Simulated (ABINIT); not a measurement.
# ZnS (F-43m) in ABINIT: a series of runs, part 2 of 2

ABINIT 10.8.3 (patched build).

**4. Band structure, LDA-Teter**

Contents of run.abi:

```
# Datasets: ground state, then fixed potential
ndtset 2

# Pseudopotentials
pp_dirpath "./"
pseudos "Zn.LDA_PW-JTH.xml, S.LDA_PW-JTH.xml"

# Structure
acell 3*1.0 Angstrom
rprim
     0.0000000000     2.7020000000     2.7020000000
     2.7020000000     0.0000000000     2.7020000000
     2.7020000000     2.7020000000     0.0000000000
ntypat 2
znucl 30 16
natom 2
typat 1 2
xcart
     4.0530000000     4.0530000000     4.0530000000
     0.0000000000     0.0000000000     0.0000000000 Angstrom

# Plane-wave basis
ecut 20.0
pawecutdg 40.0

# Exchange and correlation
ixc 1

# Bands and occupations
occopt 3
tsmear 0.05 eV

# SCF cycle
nstep 100

# Output
iomode 3
prtwf 0
prteig 0
prtebands 0
enunit 1
prtden1 1

# Dataset 1
kptopt1 1
ngkpt1 9 9 9
nshiftk1 1
shiftk1 0.0 0.0 0.0
nband1 13
tolvrs1 1.0e-9

# Dataset 2: bands along G-X-W-K-G-L-U-W-L-K
iscf2 -2
getden2 1
nband2 17
nbdbuf2 2
tolwfr2 1.0e-12
kptopt2 -9
ndivsm2 8
prteig2 1
kptbounds2
     0.0000000000     0.0000000000     0.0000000000
     0.5000000000     0.0000000000     0.5000000000
     0.5000000000     0.2500000000     0.7500000000
     0.3750000000     0.3750000000     0.7500000000
     0.0000000000     0.0000000000     0.0000000000
     0.5000000000     0.5000000000     0.5000000000
     0.6250000000     0.2500000000     0.6250000000
     0.5000000000     0.2500000000     0.7500000000
     0.5000000000     0.5000000000     0.5000000000
     0.3750000000     0.3750000000     0.7500000000
```

Potentials or basis: JTH PAW LDA v2.0.

Command:

```
$ abinit run.abi > log 2>&1
```

run.abo:

```text
.Version 10.8.3 of ABINIT
 DATASET    1 : space group F-4 3 m (#216); Bravais cF (face-center cubic)
================================================================================
 Values of the parameters that define the memory need for DATASET  1.
     intxc =       0    ionmov =       0      iscf =      17    lmnmax =      18
     lnmax =       6     mgfft =      30  mpssoang =       3    mqgrid =    3001
     natom =       2  nloc_mem =       2    nspden =       1   nspinor =       1
    nsppol =       1      nsym =      24    n1xccc =       1    ntypat =       2
    occopt =       3   xclevel =       1
       mpw =        1153          nfft =       27000          nkpt =          35
 PAW method is used; the additional fine FFT grid is defined by:
   mgfftf=        45    nfftf =     91125
================================================================================
================================================================================

 DATASET    2 : space group F-4 3 m (#216); Bravais cF (face-center cubic)
================================================================================
 Values of the parameters that define the memory need for DATASET  2.
     intxc =       0    ionmov =       0      iscf =      -2    lmnmax =      18
     lnmax =       6     mgfft =      30  mpssoang =       3    mqgrid =    3001
     natom =       2  nloc_mem =       2    nspden =       1   nspinor =       1
    nsppol =       1      nsym =      24    n1xccc =       1    ntypat =       2
    occopt =       3   xclevel =       1
[... 1355 lines left out ...]
 kpt#   4, nband= 17, wtk=  1.00000, kpt=  0.0652  0.0000  0.0652 (reduced coord)
  -7.91807   -1.32764   -1.31132   -1.31132   -0.84360   -0.83569    4.74516    5.04349
   5.04349    7.47226   11.15426   11.57209   11.57209   16.11820   16.82662   17.06011
  19.66376
 kpt#   5, nband= 17, wtk=  1.00000, kpt=  0.0870  0.0000  0.0870 (reduced coord)
[... 525 lines left out ...]
   3.54862    9.31980   11.37882   13.68545   14.05455   15.78213   17.21701   20.56678
  21.53328
 kpt# 137, nband= 17, wtk=  1.00000, kpt=  0.3929  0.3929  0.7143 (reduced coord)
  -6.74519   -1.22605   -1.06662   -0.92532   -0.81122   -0.50099    0.43173    2.02071
   3.46919    9.23712   11.28935   13.90166   14.32740   15.61901   17.22169   20.69869
  21.99822
 kpt# 138, nband= 17, wtk=  1.00000, kpt=  0.3839  0.3839  0.7321 (reduced coord)
  -6.72689   -1.23214   -1.05478   -0.93254   -0.80810   -0.48781    0.44923    1.97622
   3.39822    9.15804   11.14353   14.13758   14.56895   15.52778   17.28296   20.70686
  22.12647
 kpt# 139, nband= 17, wtk=  1.00000, kpt=  0.3750  0.3750  0.7500 (reduced coord)
  -6.71541   -1.23891   -1.04565   -0.94141   -0.80407   -0.48325    0.45481    1.99114
   3.33746    9.08824   10.96435   14.31043   14.76518   15.56071   17.41042   20.59294
  21.90035

== END DATASET(S) ==============================================================
================================================================================

 -outvars: echo values of variables after computation  --------
            acell      1.8897261259E+00  1.8897261259E+00  1.8897261259E+00 Bohr
           etotal1    -7.4952817761E+01
            fcart1    -0.0000000000E+00 -0.0000000000E+00 -0.0000000000E+00
                      -0.0000000000E+00 -0.0000000000E+00 -0.0000000000E+00
            rprim      0.0000000000E+00  2.7020000000E+00  2.7020000000E+00
                       2.7020000000E+00  0.0000000000E+00  2.7020000000E+00
                       2.7020000000E+00  2.7020000000E+00  0.0000000000E+00
           strten1     1.6873120181E-04  1.6873120181E-04  1.6873120181E-04
                       0.0000000000E+00  0.0000000000E+00  0.0000000000E+00
           xangst      4.0530000000E+00  4.0530000000E+00  4.0530000000E+00
                       0.0000000000E+00  0.0000000000E+00  0.0000000000E+00
             xred      7.5000000000E-01  7.5000000000E-01  7.5000000000E-01
                       0.0000000000E+00  0.0000000000E+00  0.0000000000E+00
 Calculation completed.
```

Run time: 65 s. Hardware: 1 thread of Intel Xeon 6975P-C (Granite Rapids), shared host; peak memory 0.13 GiB.

What came out:

```
Free energy                                           : -2039.5701 eV
Band gap on the k mesh                                : 1.84 eV, direct
Valence electrons inside the program's atomic spheres : Zn 10.81; S 3.59
```

Levels at the corners of the path, in eV from the valence-band top:
```tsv
point	band 7	band 8	band 9	band 10	band 11	band 12
Γ	0.00	0.00	0.00	1.84	6.22	6.22
X	-4.67	-2.25	-2.25	3.18	3.88	10.69
W	-4.68	-2.80	-2.77	5.52	5.89	7.65
K	-4.71	-3.18	-1.83	3.92	5.80	9.14
Γ	0.00	0.00	0.00	1.84	6.22	6.22
L	-5.38	-0.88	-0.88	3.08	6.76	6.76
U	-4.71	-3.18	-1.83	3.92	5.80	9.14
W	-4.68	-2.80	-2.77	5.52	5.89	7.65
L	-5.38	-0.88	-0.88	3.08	6.76	6.76
K	-4.71	-3.18	-1.83	3.92	5.80	9.14
```

**5. Band structure, LDA-PZ**

Contents of run.abi:

```
# Datasets: ground state, then fixed potential
ndtset 2

# Pseudopotentials
pp_dirpath "./"
pseudos "Zn.upf, S.upf"

# Structure
acell 7.2210310021 7.2210310021 7.2210310021
rprim
     0.0000000000     0.7071067812     0.7071067812
     0.7071067812     0.0000000000     0.7071067812
     0.7071067812     0.7071067812     0.0000000000
ntypat 2
znucl 30 16
natom 2
typat 1 2
xred
     0.7500000000     0.7500000000     0.7500000000
     0.0000000000     0.0000000000     0.0000000000

# Plane-wave basis
ecut 36.0

# Exchange and correlation
ixc 2

# Bands and occupations
occopt 3
tsmear 0.05 eV

# SCF cycle
nstep 100

# Output
iomode 3
prtwf 0
prteig 0
prtebands 0
enunit 2
prtden1 1
prtvha1 1
prtvclmb1 1
prtpot1 1
prtelf1 1

# Dataset 1
kptopt1 1
ngkpt1 9 9 9
nshiftk1 1
shiftk1 0.0 0.0 0.0
nband1 17
tolvrs1 1.0e-10

# Dataset 2: bands along G-X-W-K-G-L-U-W-L-K
iscf2 -2
getden2 1
nband2 21
nbdbuf2 2
tolwfr2 1.0e-12
kptopt2 -9
ndivsm2 6
prteig2 1
kptbounds2
     0.0000000000     0.0000000000     0.0000000000
     0.5000000000     0.0000000000     0.5000000000
     0.5000000000     0.2500000000     0.7500000000
     0.3750000000     0.3750000000     0.7500000000
     0.0000000000     0.0000000000     0.0000000000
     0.5000000000     0.5000000000     0.5000000000
     0.6250000000     0.2500000000     0.6250000000
     0.5000000000     0.2500000000     0.7500000000
     0.5000000000     0.5000000000     0.5000000000
     0.3750000000     0.3750000000     0.7500000000
```

Potentials or basis: PseudoDojo NC SR LDA v0.4.1 standard.

Command:

```
$ abinit run.abi > log 2>&1
```

Run time: 1.9 min. Hardware: 1 thread of Intel Xeon 6975P-C (Granite Rapids), shared host; peak memory 0.15 GiB.

It converged, with:

```yaml
Free_energy: -5987.3486 eV
Band_gap_on_the_k_mesh: 1.86 eV, direct
Valence_electrons_inside_the_program's_atomic_spheres: Zn 18.13; S 3.91
```

Levels at the corners of the path, in eV from the valence-band top:
```tsv
point	band 11	band 12	band 13	band 14	band 15	band 16
Γ	0.00	0.00	0.00	1.86	6.22	6.22
X	-4.66	-2.25	-2.25	3.19	3.88	10.69
W	-4.68	-2.80	-2.77	5.52	5.89	7.66
K	-4.71	-3.17	-1.83	3.92	5.80	9.14
Γ	0.00	0.00	0.00	1.86	6.22	6.22
L	-5.38	-0.88	-0.88	3.09	6.76	6.76
U	-4.71	-3.17	-1.83	3.92	5.80	9.14
W	-4.68	-2.80	-2.77	5.52	5.89	7.66
L	-5.38	-0.88	-0.88	3.09	6.76	6.76
K	-4.71	-3.17	-1.83	3.92	5.80	9.14
```

**6. Band structure, LDA-PZ**

run.abi, as its differences from that of step 5:

```diff
@@ -5,10 +5,10 @@
 pp_dirpath "./"
-pseudos "Zn.upf, S.upf"
+pseudos "Zn.LDA_PW-JTH.xml, S.LDA_PW-JTH.xml"
 
 # Structure
-acell 7.2210310021 7.2210310021 7.2210310021
+acell 3*1.0 Angstrom
 rprim
-     0.0000000000     0.7071067812     0.7071067812
-     0.7071067812     0.0000000000     0.7071067812
-     0.7071067812     0.7071067812     0.0000000000
+     0.0000000000     2.7020000000     2.7020000000
+     2.7020000000     0.0000000000     2.7020000000
+     2.7020000000     2.7020000000     0.0000000000
 ntypat 2
@@ -22,3 +22,4 @@
 # Plane-wave basis
-ecut 36.0
+ecut 20.0
+pawecutdg 40.0
 
@@ -41,6 +42,2 @@
 prtden1 1
-prtvha1 1
-prtvclmb1 1
-prtpot1 1
-prtelf1 1
 
@@ -51,4 +48,4 @@
 shiftk1 0.0 0.0 0.0
-nband1 17
-tolvrs1 1.0e-10
+nband1 13
+tolvrs1 1.0e-9
 
@@ -57,3 +54,3 @@
 getden2 1
-nband2 21
+nband2 17
 nbdbuf2 2
@@ -61,3 +58,3 @@
 kptopt2 -9
-ndivsm2 6
+ndivsm2 5
 prteig2 1
```

Potentials or basis: JTH PAW LDA v2.0.

Command:

```
$ abinit run.abi > log 2>&1
```

run.abo:

```text
.Version 10.8.3 of ABINIT
 DATASET    1 : space group F-4 3 m (#216); Bravais cF (face-center cubic)
================================================================================
 Values of the parameters that define the memory need for DATASET  1.
     intxc =       0    ionmov =       0      iscf =      17    lmnmax =      18
     lnmax =       6     mgfft =      30  mpssoang =       3    mqgrid =    3001
     natom =       2  nloc_mem =       2    nspden =       1   nspinor =       1
    nsppol =       1      nsym =      24    n1xccc =       1    ntypat =       2
    occopt =       3   xclevel =       1
       mpw =        1153          nfft =       27000          nkpt =          35
 PAW method is used; the additional fine FFT grid is defined by:
   mgfftf=        45    nfftf =     91125
================================================================================
================================================================================

[... 1698 lines left out ...]
  22.13332
 kpt#  87, nband= 17, wtk=  1.00000, kpt=  0.3750  0.3750  0.7500 (reduced coord)
  -6.72666   -1.24046   -1.04528   -0.94055   -0.80270   -0.48214    0.44216    1.97933
   3.32542    9.07579   10.95219   14.29949   14.75145   15.54789   17.39692   20.58092
  21.88770

== END DATASET(S) ==============================================================
================================================================================

 -outvars: echo values of variables after computation  --------
            acell      1.8897261259E+00  1.8897261259E+00  1.8897261259E+00 Bohr
           etotal1    -7.4945942162E+01
            fcart1    -5.1498545933E-32  1.5449563780E-31 -5.1498545933E-32
                       5.1498545933E-32 -1.5449563780E-31  5.1498545933E-32
            rprim      0.0000000000E+00  2.7020000000E+00  2.7020000000E+00
                       2.7020000000E+00  0.0000000000E+00  2.7020000000E+00
                       2.7020000000E+00  2.7020000000E+00  0.0000000000E+00
           strten1     1.7033270047E-04  1.7033270047E-04  1.7033270047E-04
                       0.0000000000E+00  0.0000000000E+00  0.0000000000E+00
           xangst      4.0530000000E+00  4.0530000000E+00  4.0530000000E+00
                       0.0000000000E+00  0.0000000000E+00  0.0000000000E+00
             xred      7.5000000000E-01  7.5000000000E-01  7.5000000000E-01
                       0.0000000000E+00  0.0000000000E+00  0.0000000000E+00
 Calculation completed.
```

Wall time 53 s (1 thread of Intel Xeon 6975P-C (Granite Rapids), shared host); peak memory 0.11 GiB.

Results:

```yaml
Free_energy: -2039.3830 eV
Band_gap_on_the_k_mesh: 1.84 eV, direct
Valence_electrons_inside_the_program's_atomic_spheres: Zn 10.81; S 3.59
```

Levels at the corners of the path, in eV from the valence-band top:
```
point  band 5  band 6  band 7  band 8  band 9  band 10  band 11  band 12  band 13  band 14
    Γ   -6.00   -6.00    0.00    0.00    0.00     1.84     6.22     6.22     6.22    11.49
    X   -5.92   -5.77   -4.67   -2.25   -2.25     3.18     3.88    10.69    11.73    11.73
    W   -6.03   -5.59   -4.68   -2.81   -2.77     5.52     5.88     7.65     7.99    12.18
    K   -5.96   -5.64   -4.72   -3.18   -1.83     3.92     5.79     9.14     9.59    10.39
    Γ   -6.00   -6.00    0.00    0.00    0.00     1.84     6.22     6.22     6.22    11.49
    L   -5.97   -5.79   -5.39   -0.88   -0.88     3.08     6.75     6.75     8.61    11.82
    U   -5.96   -5.64   -4.72   -3.18   -1.83     3.92     5.79     9.14     9.59    10.39
    W   -6.03   -5.59   -4.68   -2.81   -2.77     5.52     5.88     7.65     7.99    12.18
    L   -5.97   -5.79   -5.39   -0.88   -0.88     3.08     6.75     6.75     8.61    11.82
    K   -5.96   -5.64   -4.72   -3.18   -1.83     3.92     5.79     9.14     9.59    10.39
```

**7. Overview**

| task | level | potentials or basis | cutoff (eV) | fine-grid cutoff | gap on the mesh (eV) |
| --- | --- | --- | --- | --- | --- |
| equation of state | LDA-VWN | JTH PAW LDA v2.0 | 544 | 1088.46 eV | - |
| band structure | revPBE | JTH PAW PBE v2.0 | 544 | 1088.46 eV | 2.22 |
| band structure | LDA-Teter | JTH PAW LDA v2.0 | 544 | 1088.46 eV | 1.84 |
| band structure | LDA-PZ | PseudoDojo NC SR LDA v0.4.1 standard | 980 | - | 1.86 |
| band structure | LDA-PZ | JTH PAW LDA v2.0 | 544 | 1088.46 eV | 1.84 |

Alike in all rows: no spin polarisation; cell as given; k mesh 9 × 9 × 9; smearing fermi-dirac 0.05 eV.

Caveats: pressures at fixed basis lie under the slope of the energies (some runs).

Absolute energies hang on the potentials; compare differences alone.

**8. How close it comes**

Step 3. Against the measured gap of ZnS, 3.85 eV (direct; 19 K; quoted in “Electronic, vibrational, and thermodynamic properties of ZnS (zincblende and rocksalt structure)”, 2009, arxiv:0911.5022), the calculated 2.22 eV is off by -1.63 eV. The value is that of revPBE, without temperature or zero-point motion. Semilocal functionals fall short of measured gaps as a rule.

Step 4. A measured gap of ZnS is 3.85 eV (direct; 19 K; quoted in “Electronic, vibrational, and thermodynamic properties of ZnS (zincblende and rocksalt structure)”, 2009, arxiv:0911.5022); the calculated 1.84 eV misses it by -2.01 eV. So large a miss can be the level of theory's own, or it may mean another phase, state or a wrong row. The value is that of LDA-Teter, without temperature or zero-point motion. Semilocal functionals fall short of measured gaps as a rule.

Step 5. Against the measured gap of ZnS, 3.85 eV (direct; 19 K; quoted in “Electronic, vibrational, and thermodynamic properties of ZnS (zincblende and rocksalt structure)”, 2009, arxiv:0911.5022), the calculated 1.86 eV is off by -1.99 eV. So large a miss can be the level of theory's own, or it may mean another phase, state or a wrong row. The value is that of LDA-PZ, without temperature or zero-point motion. Semilocal functionals fall short of measured gaps as a rule.

Step 6. Measured gap of ZnS: 3.85 eV (direct; 19 K; quoted in “Electronic, vibrational, and thermodynamic properties of ZnS (zincblende and rocksalt structure)”, 2009, arxiv:0911.5022). This calculation gives 1.84 eV (-2.01 eV). So large a miss can be the level of theory's own, or it may mean another phase, state or a wrong row. The value is that of LDA-PZ, without temperature or zero-point motion. Semilocal functionals fall short of measured gaps as a rule.
